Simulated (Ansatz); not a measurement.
SnO2:

```
Sn O
1.0
     3.23058    0.00000    0.00000
    -1.61529    2.79776    0.00000
     0.00000    0.00000   10.79056
Sn O
2 4
Cartesian
  0.0000 0.0000 0.0000
  0.0000 0.0000 5.3953
  0.0000 1.8652 9.7748
  0.0000 1.8652 6.4111
  1.6153 0.9326 1.0158
  1.6153 0.9326 4.3795
```

Measurements of this composition are mostly on another form, of space group No. 136.

Base run:

```yaml
Program: Ansatz 0.2.0
Functional: LDA
Potentials_or_basis: Ansatz PAW
Cutoff: 420 eV
Density_cutoff: 1680 eV
k_mesh: 7 × 7 × 3
Occupations: fermi-dirac, width 0.05 eV
Spin: spin-orbit coupling, no magnetisation
```

Its results: band gap on the k mesh 1.98 eV, indirect (least direct gap 2.37 eV); pressure -7.8 GPa; largest force 0.696 eV/Å.

Problem. The run is repeated on the same cell with these changes: functional from LDA to PBEsol. What comes out?

Solution. Band gap on the k mesh 2.09 eV, indirect (least direct gap 2.47 eV); pressure -4.3 GPa; largest force 0.383 eV/Å.

PBEsol binds less tightly than LDA, so the same cell stands under more pressure.

Caveats: the PAW data sets come from PBE, with cores solved anew for the run's functional, which leaves a small shift of forces and pressure.

Not every run made on this cell is shown here.
